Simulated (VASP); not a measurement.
Calculation: revPBE GGA, VASP's PBE PAW potentials (set 64) (plane waves; VASP 6.6.1).

A VASP calculation is set up with these files.

POSCAR:
```
CoSb3
4.6288960
 -1.0000000000   1.0000000000   1.0000000000
  1.0000000000  -1.0000000000   1.0000000000
  1.0000000000   1.0000000000  -1.0000000000
Co Sb
4 12
Cart
  0.5000000000   0.5000000000  -0.5000000000
  0.5000000000   0.5000000000   0.5000000000
  0.5000000000  -0.5000000000   0.5000000000
 -0.5000000000   0.5000000000   0.5000000000
 -0.3323000000   1.0000000000   0.6825200000
  1.3323000000   0.0000000000   0.3174800000
  0.3323000000   1.0000000000   0.6825200000
  0.6677000000   0.0000000000   0.3174800000
  0.6825200000  -0.3323000000   1.0000000000
  0.3174800000   1.3323000000  -0.0000000000
  0.6825200000   0.3323000000   1.0000000000
  0.3174800000   0.6677000000   0.0000000000
  1.0000000000   0.6825200000  -0.3323000000
  0.0000000000   0.3174800000   1.3323000000
  1.0000000000   0.6825200000   0.3323000000
 -0.0000000000   0.3174800000   0.6677000000
```

INCAR:
```
ALGO = Normal
EDIFF = 1E-09
ENCUT = 420
GGA = RE
ISIF = 2
ISMEAR = 0
LASPH = .TRUE.
LCHARG = .FALSE.
LMAXMIX = 4
LREAL = Auto
LWAVE = .FALSE.
NELM = 100
PREC = Accurate
SIGMA = 0.136
SYSTEM = CoSb3
```

File KPOINTS:
```
Regular mesh
0
gamma
 5 5 5
```

POTCAR, in this order: Co Sb (PBE.64 set). Program: vasp_std.

The resulting files:

### OUTCAR
```
 ion  position               nearest neighbor table
   1  0.000  0.000  0.500-   5 2.58   6 2.58  11 2.58  12 2.58  13 2.58  14 2.58
   2  0.500  0.500  0.500-   7 2.58   8 2.58  11 2.58  12 2.58  15 2.58  16 2.58
   3  0.000  0.500  0.000-   7 2.58   8 2.58   9 2.58  10 2.58  13 2.58  14 2.58
   4  0.500  0.000  0.000-   5 2.58   6 2.58   9 2.58  10 2.58  15 2.58  16 2.58
   5  0.841  0.175  0.334-   1 2.58   4 2.58   8 2.94   7 3.08   9 3.51  11 3.51  16 3.51  13 3.51
  LATTYP: Found a body centered cubic cell.
 ALAT       =     9.2577920000
 Subroutine PRICEL returns:
 Original cell was already a primitive cell.
 Subroutine GETGRP returns: Found 24 space group operations
The static configuration has the point symmetry T_h .
The dynamic configuration has the point symmetry T_h .
 Subroutine INISYM returns: Found 24 space group operations
 Subroutine IBZKPT returns following result:
 Found     11 irreducible k-points:

 Following reciprocal coordinates:
            Coordinates               Weight
  0.000000  0.000000  0.000000      1.000000
  0.200000  0.000000  0.000000     12.000000
  0.400000  0.000000  0.000000     12.000000
  0.200000  0.200000  0.000000     24.000000
  0.400000  0.200000  0.000000     24.000000
  0.200000  0.200000  0.200000      8.000000
 -0.200000  0.200000  0.200000      6.000000
 -0.400000  0.400000  0.200000     12.000000
  0.200000 -0.200000  0.400000     12.000000
 -0.400000 -0.400000  0.200000      8.000000
 -0.400000  0.400000  0.400000      6.000000
   k-points           NKPTS =     11   k-points in BZ     NKDIM =     11   number of bands    NBANDS=     57
   number of dos      NEDOS =    301   number of ions     NIONS =     16
   total plane-waves  NPLWV = 157464
   dimension x,y,z NGX =    54 NGY =   54 NGZ =   54
   dimension x,y,z NGXF=   108 NGYF=  108 NGZF=  108
   ions per type =               4  12
   PREC   = accura    normal or accurate (medium, high low for compatibility)
   ISTART =      0    job   : 0-new  1-cont  2-samecut
   ICHARG =      2    charge: 1-file 2-atom 10-const
   ISPIN  =      1    spin polarized calculation?
   LNONCOLLINEAR =      F non collinear calculations
   LSORBIT =      F    spin-orbit coupling
   INIWAV =      1    electr: 0-lowe 1-rand  2-diag
   ENCUT  =  420.0 eV  30.87 Ry    5.56 a.u.  13.40 13.40 13.40*2*pi/ulx,y,z
   NELM   =    100;   NELMIN=  2; NELMDL= -5     # of ELM steps
   EDIFF  = 0.1E-08   stopping-criterion for ELM
   LREAL  =      T    real-space projection
   NLSPLINE    = F    spline interpolate recip. space projectors
   LMAXMIX     =    4 max onsite mixed and CHGCAR
   VOSKOWN=      0    Vosko Wilk Nusair interpolation
   EDIFFG = 0.1E-07   stopping-criterion for IOM
   NSW    =      0    number of steps for IOM
   NBLOCK =      1;   KBLOCK =      1    inner block; outer block
   IBRION =     -1    ionic relax: 0-MD 1-quasi-New 2-CG
   NFREE  =      0    steps in history (QN), initial steepest desc. (CG)
   ISIF   =      2    stress and relaxation
   ISYM   =      2    0-nonsym 1-usesym 2-fastsym
   TEIN   =    0.0    initial temperature
   TEBEG  =    0.0;   TEEND  =   0.0 temperature during run
   SMASS  =  -3.00    Nose mass-parameter (am)
   PSTRESS=    0.0 pullay stress
   NELECT =      96.0000    total number of electrons
   EFERMI =   0.00;   METHOD = LEGACY
   ISMEAR =     0;   SIGMA  =   0.14  broadening in eV -4-tet -1-fermi 0-gaus
   IALGO  =     38    algorithm
   LDIAG  =      T    sub-space diagonalisation (order eigenvalues)
   IMIX   =      4    mixing-type and parameters
     AMIX     =   0.40;   BMIX     =  1.00
     AMIX_MAG =   1.60;   BMIX_MAG =  1.00
     AMIN     =   0.10
   GGA     = RE    functional components
   VOSKOWN =     0    Vosko Wilk Nusair interpolation
   LHFCALC =     F    Hartree Fock is set to
   LHFONE  =     F    Hartree Fock one center treatment
   AEXX    =    0.0000 exact exchange contribution
...
```

File OSZICAR:
```
       N       E                     dE             d eps       ncg     rms          rms(c)
DAV:   1     0.586779702590E+03    0.58678E+03   -0.30615E+04  1254   0.124E+03
DAV:   2    -0.106806796236E+02   -0.59746E+03   -0.58054E+03  1296   0.305E+02
DAV:   3    -0.752257835178E+02   -0.64545E+02   -0.60735E+02  1620   0.108E+02
DAV:   4    -0.783176596825E+02   -0.30919E+01   -0.30461E+01  1516   0.244E+01
DAV:   5    -0.784774759347E+02   -0.15982E+00   -0.15954E+00  1836   0.546E+00    0.202E+01
DAV:   6    -0.963247214245E+02   -0.17847E+02   -0.14888E+02  1793   0.119E+02    0.396E+01
DAV:   7    -0.747953530518E+02    0.21529E+02   -0.68030E+01  1793   0.949E+01    0.108E+01
DAV:   8    -0.753464505263E+02   -0.55110E+00   -0.10798E+01  1714   0.148E+01    0.602E+00
DAV:   9    -0.750579334984E+02    0.28852E+00   -0.13644E+00  1655   0.107E+01    0.161E+00
DAV:  10    -0.750651725774E+02   -0.72391E-02   -0.68614E-02  1564   0.153E+00    0.958E-01
DAV:  11    -0.750668950034E+02   -0.17224E-02   -0.24120E-02  1672   0.112E+00    0.194E-01
DAV:  12    -0.750685811653E+02   -0.16862E-02   -0.19731E-03  1457   0.171E-01    0.205E-01
DAV:  13    -0.750695647573E+02   -0.98359E-03   -0.15187E-03  1351   0.168E-01    0.755E-02
DAV:  14    -0.750696883325E+02   -0.12358E-03   -0.28930E-04  1652   0.811E-02    0.196E-02
DAV:  15    -0.750697163108E+02   -0.27978E-04   -0.72038E-05  1447   0.556E-02    0.217E-02
DAV:  16    -0.750697169860E+02   -0.67519E-06   -0.57242E-06  1660   0.198E-02    0.699E-03
DAV:  17    -0.750697179495E+02   -0.96350E-06   -0.16583E-06  1457   0.602E-03    0.518E-03
DAV:  18    -0.750697179132E+02    0.36287E-07   -0.42178E-07  1675   0.590E-03    0.215E-03
DAV:  19    -0.750697178248E+02    0.88446E-07   -0.91693E-08  1546   0.125E-03    0.394E-04
DAV:  20    -0.750697178251E+02   -0.31196E-09   -0.69937E-09  1627   0.488E-04
   1 F= -.75069718E+02 E0= -.75068665E+02  d E =-.210614E-02
```

File OUTCAR:
```
------------------------ aborting loop because EDIFF is reached ----------------------------------------
  FORCE on cell =-STRESS in cart. coord.  units (eV):
  Direction    XX          YY          ZZ          XY          YZ          ZX
  --------------------------------------------------------------------------------------
  Total       -5.9672370     -5.9672370     -5.9672370      0.0000000     -0.0000000     -0.0000000
  in kB      -24.0985886    -24.0985886    -24.0985886      0.0000000     -0.0000000     -0.0000000
  external PRESSURE =     -24.0985886 kB  Pullay stress =       0.0000000 kB
  volume of cell :      396.73
      direct lattice vectors                 reciprocal lattice vectors
    -4.628896000  4.628896000  4.628896000     0.000000000  0.108017117  0.108017117
     4.628896000 -4.628896000  4.628896000     0.108017117  0.000000000  0.108017117
     4.628896000  4.628896000 -4.628896000     0.108017117  0.108017117  0.000000000
 POSITION                                       TOTAL-FORCE (eV/Angst)
 -----------------------------------------------------------------------------------
      2.31445      2.31445     -2.31445         0.000000      0.000000      0.000000
      2.31445      2.31445      2.31445        -0.000000      0.000000      0.000000
      2.31445     -2.31445      2.31445         0.000000     -0.000000      0.000000
     -2.31445      2.31445      2.31445        -0.000000     -0.000000      0.000000
     -1.53818      4.62890      3.15931         0.007011     -0.000000     -0.061094
      6.16708      0.00000      1.46958        -0.007011      0.000000      0.061094
      1.53818      4.62890      3.15931        -0.007011      0.000000     -0.061094
      3.09071      0.00000      1.46958         0.007011     -0.000000      0.061094
      3.15931     -1.53818      4.62890        -0.061094      0.007011     -0.000000
      1.46958      6.16708      0.00000         0.061094     -0.007011      0.000000
      3.15931      1.53818      4.62890        -0.061094     -0.007011      0.000000
      1.46958      3.09071      0.00000         0.061094      0.007011     -0.000000
      4.62890      3.15931     -1.53818        -0.000000     -0.061094      0.007011
      0.00000      1.46958      6.16708         0.000000      0.061094     -0.007011
      4.62890      3.15931      1.53818         0.000000     -0.061094     -0.007011
      0.00000      1.46958      3.09071        -0.000000      0.061094      0.007011
 -----------------------------------------------------------------------------------
    total drift:                               -0.000000      0.000000     -0.000000
  FREE ENERGIE OF THE ION-ELECTRON SYSTEM (eV)
  ---------------------------------------------------
  free  energy   TOTEN  =       -75.0697178251 eV

  energy  without entropy=      -75.0676116884  energy(sigma->0) =      -75.06866476
```
(Selected blocks of OUTCAR.)

### OUTCAR
```
 val. band max:        7.1024550617   @ k =  -0.4000   0.4000   0.2000

 cond. band min:       7.5349772950   @ k =   0.0000   0.0000   0.0000


 Fermi energy:         7.4798751249

 k-point     1 :       0.0000    0.0000    0.0000
  band No.  band energies     occupation
      1      -4.6472      2.00000
      2      -2.3730      2.00000
      3      -2.3730      2.00000
      4      -1.9139      2.00000
      5      -1.9139      2.00000
      6      -1.9139      2.00000
      7      -1.6258      2.00000
      8      -1.6258      2.00000
      9      -1.6258      2.00000
     10      -1.0237      2.00000
     11      -1.0237      2.00000
     12      -1.0237      2.00000
     13       2.8121      2.00000
     14       3.0186      2.00000
     15       3.0186      2.00000
     16       3.8493      2.00000
     17       3.8493      2.00000
     18       3.8493      2.00000
     19       4.0440      2.00000
     20       4.0440      2.00000
     21       4.0440      2.00000
     22       4.3480      2.00000
     23       4.9408      2.00000
     24       4.9408      2.00000
     25       4.9408      2.00000
     26       5.7456      2.00000
     27       5.7456      2.00000
     28       5.7456      2.00000
     29       5.7544      2.00000
     30       5.7544      2.00000
     31       5.8866      2.00000
     32       5.8866      2.00000
     33       5.8866      2.00000
     34       5.9993      2.00000
     35       5.9993      2.00000
     36       5.9993      2.00000
     37       6.2125      2.00000
     38       6.2125      2.00000
     39       6.2125      2.00000
     40       6.2373      2.00000
     41       6.2373      2.00000
     42       6.2373      2.00000
     43       6.3103      2.00000
     44       6.3103      2.00000
     45       6.8120      2.00000
     46       6.8120      2.00000
     47       6.8946      2.00000
     48       7.5350      0.56665
     49       7.5518      0.45455
     50       7.5518      0.45454
     51       7.5518      0.45454
...
```

Unless said otherwise, spin-orbit coupling is left out, though it shifts the bands of the heavy elements here.

The structure comes from a computed database's CoSb3 entry; how it stands against other phases isn't given here. The cell was not relaxed at this level. The run is one of a series of settings (EDIFF = 1E-09, ENCUT = 420, KPOINTS 5×5×5 Γ-centred mesh against the base run), some of them coarse on purpose. The run is not spin-polarised, so no magnetic state was tried.
